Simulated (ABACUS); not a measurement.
BaS under changes of volume

One of the cells (32.576 Å³/atom); the others are scaled copies at fixed shape and fractional positions:

```
Ba S
1.0
     0.00000    3.19375    3.19375
     3.19375    0.00000    3.19375
     3.19375    3.19375    0.00000
Ba S
1 1
Cartesian
  0.0000 0.0000 0.0000
  3.1938 3.1938 3.1938
```

| Property | Result |
| --- | --- |
| Program | ABACUS 3.10.1 |
| Functional | PBE |
| Potentials or basis | PseudoDojo NC SR 0.4.1 PBE standard |
| Cutoff | 1361 eV |
| Density cutoff | 5442 eV |
| Basis | TZDP LCAO (the cutoffs set its grid) |
| k mesh | 7 × 7 × 7 |
| Occupations | fermi-dirac, width 0.05 eV |
| Spin | no spin polarisation |

```csv
volume (Å³/atom),energy over the lowest point (meV/atom),pressure (GPa),gap on the mesh (eV)
30.622,?,?,?
31.273,21.57,3.3,2.14
31.925,10.32,2.2,2.18
32.576,3.27,1.3,2.21
33.228,0.00,0.4,2.24
33.879,0.14,-0.4,2.26
34.531,3.36,-1.1,2.29
```

Task: What does the run at 30.622 Å³/atom give?

Result: Energy over the lowest point 37.49 meV/atom; pressure 4.5 GPa; gap on the mesh 2.10 eV.

Worked out: A Birch-Murnaghan fit of order 3 (a polynomial in V^(-2/3)) to the other rows has its minimum at 33.52 Å³/atom with B0 = V·E''(V) = 41 GPa and B' = 4.3. It gives 37.46 meV/atom at 30.622 Å³/atom, against the run's 37.49, and -dE/dV = 4.5 GPa, against 4.5. A straight line through the other rows of the gap, of slope 1.47 eV per unit of ln V, extrapolates to 2.12 eV, against the run's 2.10.

Energies are extrapolated to zero smearing.

Caveats: the atomic orbitals were generated for these runs and aren't a published set; this release of the barium file is off; spin-orbit coupling is left out, which moves the levels of the heavy elements; an odd mesh through Γ misses points on the zone boundary, where band edges often lie; the basis of atomic orbitals isn't converged, which shifts pressures, moduli and gaps.
